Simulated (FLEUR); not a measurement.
# NaF (Villiaumite) under changes of volume

One of the cells (12.487 Å³/atom); the others are scaled copies at fixed shape and fractional positions:

```
CELL_PARAMETERS angstrom
0.00000 2.32000 2.32000
2.32000 0.00000 2.32000
2.32000 2.32000 0.00000
ATOMIC_POSITIONS crystal
Na 0.00000 0.00000 0.00000
F 0.50000 0.50000 0.50000
```

* Program: FLEUR MaX-R8.1 (later development tree)
* Functional: PBE
* Potentials or basis: all-electron
* Basis: FLAPW
* Kmax: 3.93 1/bohr
* k mesh: 10 × 10 × 10
* Occupations: fermi-dirac, width 0.05 eV
* Spin: no spin polarisation

| volume (Å³/atom) | energy over the lowest point (meV/atom) | gap on the mesh (eV) |
| --- | --- | --- |
| 11.738 | ? | ? |
| 11.988 | 11.72 | 6.50 |
| 12.237 | 6.07 | 6.39 |
| 12.487 | 2.63 | 6.28 |
| 12.737 | 0.70 | 6.18 |
| 12.987 | 0.00 | 6.07 |
| 13.236 | 0.64 | 5.98 |

**Question.** What does the run at 11.738 Å³/atom give?

**Answer.** Energy over the lowest point 19.57 meV/atom; gap on the mesh 6.63 eV.

Worked out: A Birch-Murnaghan fit of order 3 (a polynomial in V^(-2/3)) to the other rows has its minimum at 12.98 Å³/atom with B0 = V·E''(V) = 37 GPa (rough, since the energies scatter). It gives 19.67 meV/atom at 11.738 Å³/atom, against the run's 19.57. A straight line through the other rows of the gap, of slope -5.28 eV per unit of ln V (its deformation potential), extrapolates to 6.61 eV, against the run's 6.63.

Energies are extrapolated to zero smearing.

Caveats: the plane-wave cutoff is short for the semicore states, which can make moduli rough.

A mesh can miss the band edges.
